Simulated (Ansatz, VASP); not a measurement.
# Mg2Ge2N in VASP and in Ansatz

INCAR

```
SYSTEM = Mg2Ge2N
PREC = Accurate ; ENCUT = 520
EDIFF = 1E-7 ; ISMEAR = 0
SIGMA = 0.1 ; LREAL = .False.
LASPH = .True. ; NELM = 80
ALGO = Normal ; ISIF = 2
LWAVE = .False. ; LCHARG = .False.
GGA = PE ; NBANDS = 26
```

Contents of KPOINTS:

```
Automatic mesh
0
Gamma
  6 6 6
  0 0 0
```

File POSCAR:

```
Mg2Ge2N
1.0
   -2.0434627300      2.0434627300      5.0580761000
    2.0434627300     -2.0434627300      5.0580761000
    2.0434627300      2.0434627300     -5.0580761000
Mg Ge N
2 2 1
Direct
    0.3840000000      0.3840000000      0.0000000000
    0.6160000000      0.6160000000      0.0000000000
    0.7500000000      0.2500000000      0.5000000000
    0.2500000000      0.7500000000      0.5000000000
    0.0000000000      0.0000000000      0.0000000000
```

Input for Ansatz:

```yaml
crystal:
  lattice:
    - [-2.04346273, 2.04346273, 5.0580761]
    - [2.04346273, -2.04346273, 5.0580761]
    - [2.04346273, 2.04346273, -5.0580761]
  atoms:
    - { symbol: Mg, position: [0.384, 0.384, 0.0] }
    - { symbol: Mg, position: [0.616, 0.616, 0.0] }
    - { symbol: Ge, position: [0.75, 0.25, 0.5] }
    - { symbol: Ge, position: [0.25, 0.75, 0.5] }
    - { symbol: "N", position: [0.0, 0.0, 0.0] }
basis:
  ecutwfc: 420
kpoints:
  mp_grid: { grid: [6, 6, 6] }
hamiltonian:
  xc: pbe
scf:
  occupations: { method: gaussian, width: 0.1 }
  lower_state_search: "off"
output:
  forces: true
  stress: true
  eigenvalues: true
```

Change from the starting cell: species swapped into the CaCu2Si2 type (I4/mmm, No. 139).

Alike in both runs: task single point; functional PBE; k mesh 6 × 6 × 6; occupations gaussian, width 0.1 eV; no spin polarisation.

```csv
,VASP,Ansatz
version,VASP 6.6.1,Ansatz 0.2.0
potentials or method,"VASP PAW PBE potentials, release 64 (Mg, Ge_d, N)","scalar-relativistic, plane waves, PAW"
plane-wave cutoff (eV),520,420
valence electrons in the cell,37,53
```

Ansatz gave:

* gap on the k mesh at the Fermi level (eV): none
* pressure (GPa): 14.6
* largest component of the traceless stress (GPa): 12.29
* rms of the force components (eV/Å): 0.358

Problem. What did VASP give for the same quantities?

Solution. gap on the k mesh at the Fermi level (eV): none; pressure (GPa): 14.6; largest component of the traceless stress (GPa): 12.38; rms of the force components (eV/Å): 0.346.

Atom by atom the forces differ by 0.012 eV/Å (rms over components). A gap of «none» marks a metal or a gap that the smearing closes. The two sets of potentials don't hold the same shells in valence.

Caveats: the k mesh is coarse (spacing up to 0.36 Å⁻¹), so the values aren't converged.
